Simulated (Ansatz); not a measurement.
# Sn started on an O site in rutile SnO2, 72 atoms, charge −2

Wanted: geometry, formation energy and gap levels of the defect, compared across PBEsol and HSE06.

Program: Ansatz 0.2.0, PAW, plane waves. These are calculated values, not measurements.

### 1 The starting cell

72 atoms (25 Sn, 47 O); a = 9.538 Å, b = 9.538 Å, c = 9.636 Å, α = 90.00°, β = 90.00°, γ = 90.00°. All atoms were shaken off their sites by about 0.02 Å along each axis; atoms next to an added one may be pushed further to make room. Defect site 1: (0.597, 0.403, 0.500).

The runs, in order: (2) PBEsol relaxation at the single k point (¼, ¼, ¼), on 1 × NVIDIA GB200 with 8 threads of Arm Neoverse-V2; (3) HSE06 single point at the single k point (¼, ¼, ¼), on 1 × NVIDIA GB200 with 8 threads of Arm Neoverse-V2.

### 2 Relaxation of the positions (PBEsol)

File in.yaml:

```yaml
crystal:
  lattice:
    - [9.538092, 0.000000, 0.000000]
    - [0.000000, 9.538092, 0.000000]
    - [0.000000, 0.000000, 9.636303]
  atoms:
    - { symbol: Sn, position: [0.000488, 0.002291, 0.000442] }
    - { symbol: Sn, position: [0.002130, 0.002566, 0.338414] }
    - { symbol: Sn, position: [0.002028, 0.001586, 0.667853] }
    - { symbol: Sn, position: [0.003937, 0.497370, 0.003196] }
    - { symbol: Sn, position: [0.997511, 0.497941, 0.335295] }
    - { symbol: Sn, position: [0.996728, 0.497002, 0.665426] }
    - { symbol: Sn, position: [0.507685, 0.998677, 0.999691] }
    - { symbol: Sn, position: [0.496569, 0.002210, 0.334235] }
    - { symbol: Sn, position: [0.500904, 0.004893, 0.669544] }
    - { symbol: Sn, position: [0.502586, 0.501423, 0.997953] }
    - { symbol: Sn, position: [0.498172, 0.501569, 0.335471] }
    - { symbol: Sn, position: [0.498785, 0.500571, 0.667807] }
    - { symbol: Sn, position: [0.250675, 0.251741, 0.161957] }
    - { symbol: Sn, position: [0.250617, 0.250790, 0.497871] }
    - { symbol: Sn, position: [0.248870, 0.252158, 0.829010] }
    - { symbol: Sn, position: [0.247434, 0.748567, 0.167093] }
    - { symbol: Sn, position: [0.250136, 0.749305, 0.497435] }
    - { symbol: Sn, position: [0.249873, 0.749850, 0.834566] }
    - { symbol: Sn, position: [0.753686, 0.248520, 0.165636] }
    - { symbol: Sn, position: [0.744606, 0.253224, 0.502680] }
    - { symbol: Sn, position: [0.750321, 0.249664, 0.833675] }
    - { symbol: Sn, position: [0.749647, 0.752638, 0.165083] }
    - { symbol: Sn, position: [0.750487, 0.756057, 0.501946] }
    - { symbol: Sn, position: [0.751288, 0.746407, 0.829612] }
    - { symbol: Sn, position: [0.595376, 0.402810, 0.501235] }
    - { symbol: O, position: [0.155640, 0.150124, 0.997697] }
    - { symbol: O, position: [0.154259, 0.155858, 0.333167] }
    - { symbol: O, position: [0.148342, 0.156593, 0.668076] }
    - { symbol: O, position: [0.153524, 0.653224, 0.003123] }
    - { symbol: O, position: [0.149175, 0.657055, 0.333322] }
    - { symbol: O, position: [0.152954, 0.652156, 0.668840] }
    - { symbol: O, position: [0.650794, 0.151590, 0.997621] }
    - { symbol: O, position: [0.654258, 0.151510, 0.329657] }
    - { symbol: O, position: [0.654478, 0.155650, 0.666733] }
    - { symbol: O, position: [0.653803, 0.653447, 0.001066] }
    - { symbol: O, position: [0.657610, 0.653049, 0.336386] }
    - { symbol: O, position: [0.653168, 0.655711, 0.666505] }
    - { symbol: O, position: [0.351045, 0.347880, 0.004546] }
    - { symbol: O, position: [0.345721, 0.345535, 0.331780] }
    - { symbol: O, position: [0.346076, 0.348344, 0.665874] }
    - { symbol: O, position: [0.349450, 0.847142, 0.999080] }
    - { symbol: O, position: [0.346391, 0.844341, 0.332045] }
    - { symbol: O, position: [0.346780, 0.850453, 0.665499] }
    - { symbol: O, position: [0.844652, 0.343851, 0.997978] }
    - { symbol: O, position: [0.844983, 0.347037, 0.331611] }
    - { symbol: O, position: [0.845960, 0.345914, 0.670618] }
    - { symbol: O, position: [0.848756, 0.844526, 0.000315] }
    - { symbol: O, position: [0.847260, 0.848085, 0.335352] }
    - { symbol: O, position: [0.844032, 0.846042, 0.664823] }
    - { symbol: O, position: [0.096875, 0.408820, 0.166293] }
    - { symbol: O, position: [0.097924, 0.400966, 0.498486] }
    - { symbol: O, position: [0.100034, 0.399532, 0.832671] }
    - { symbol: O, position: [0.096102, 0.902488, 0.165446] }
    - { symbol: O, position: [0.098880, 0.903895, 0.498957] }
    - { symbol: O, position: [0.094192, 0.901500, 0.832089] }
    - { symbol: O, position: [0.595733, 0.401383, 0.167069] }
    - { symbol: O, position: [0.592324, 0.404977, 0.834106] }
    - { symbol: O, position: [0.595242, 0.900590, 0.168179] }
    - { symbol: O, position: [0.598377, 0.903567, 0.498495] }
    - { symbol: O, position: [0.600385, 0.903253, 0.830783] }
    - { symbol: O, position: [0.402794, 0.096789, 0.169058] }
    - { symbol: O, position: [0.398767, 0.097556, 0.500636] }
    - { symbol: O, position: [0.401489, 0.097059, 0.835653] }
    - { symbol: O, position: [0.402107, 0.597113, 0.164748] }
    - { symbol: O, position: [0.403909, 0.598425, 0.497607] }
    - { symbol: O, position: [0.402914, 0.597753, 0.833116] }
    - { symbol: O, position: [0.903699, 0.097277, 0.166115] }
    - { symbol: O, position: [0.905694, 0.092946, 0.500135] }
    - { symbol: O, position: [0.902817, 0.098473, 0.834376] }
    - { symbol: O, position: [0.897536, 0.597790, 0.168608] }
    - { symbol: O, position: [0.903760, 0.595759, 0.499945] }
    - { symbol: O, position: [0.901261, 0.596261, 0.836190] }
  symmetry: { detect: false }
kpoints:
  mp_grid: { grid: [1, 1, 1], shift: [0.25, 0.25, 0.25] }
hamiltonian:
  xc: pbesol
total_charge: -2
scf:
  occupations: { method: fermi_dirac, width: 0.01 }
relax:
  f_tol: 0.03
  max_steps: 80
  escape_saddle: false
  adjacent_minimum: "off"
output:
  forces: true
  eigenvalues: true
  populations: true
  charged_corrections: { epsilon: 12 }
```

Command:

```console
$ ansatz run in.yaml --threads 8 --pin off --max-ram 118750MiB --runs-dir r --events-out ev --progress --plain --backend cuda --devices 0, --max-vram 170GiB
```

Further steps of the session: HSE06 single point.

Before running it: what results should come out? Wanted: for each run, formation energy; host gap; top filled to lowest empty.

The runs gave:

| level | time | formation energy (eV) | host gap (eV) | top filled to lowest empty (eV) |
| --- | --- | --- | --- | --- |
| PBEsol, relaxation | 14 s (GPU) | 13.03 | 0.90 | 1.08 |
| HSE06 | 18 s (GPU) | 17.14 | 2.77 | 1.46 |

| quantity | value |
| --- | --- |
| relaxation | 17 recorded steps, 12.81 eV gained |
| largest shift | 1.09 Å (Sn25) |

**Reading.** The relaxation lowers the energy by 12.81 eV; the largest shift is 1.09 Å (Sn25). A shift this large means that the defect left the place where it started, so the values belong to the end structure, not to the one named. The formation energy at E_F = VBM goes from 13.03 eV (PBEsol) to 17.14 eV (HSE06), as the host gap goes from 0.90 to 2.77 eV. The reservoirs are the elements' reference phases; where the defect changes the composition, the value depends on that choice. HSE06 puts 1 localised level over 0.1 eV inside the gap, at 2.27 (filled) eV, the tightest of them shared by about 10 atoms. A filled level lies near or above the host's conduction edge and spreads over many atoms, so that electron is band-like or shallow, not bound in a deep state; the formation energy is then not that of a true charge state of the defect. The one k point lies off Γ, so the host's band edges aren't sampled; a defect level near or above the conduction edge can stay filled here though it would empty into the band on a fuller mesh. The host's edges were read at Γ, so band-like levels at this k point need not coincide with them. Finite-cell errors of some tenths of an eV remain in such numbers. The dielectric constant of 12 in the correction is an assumed value.
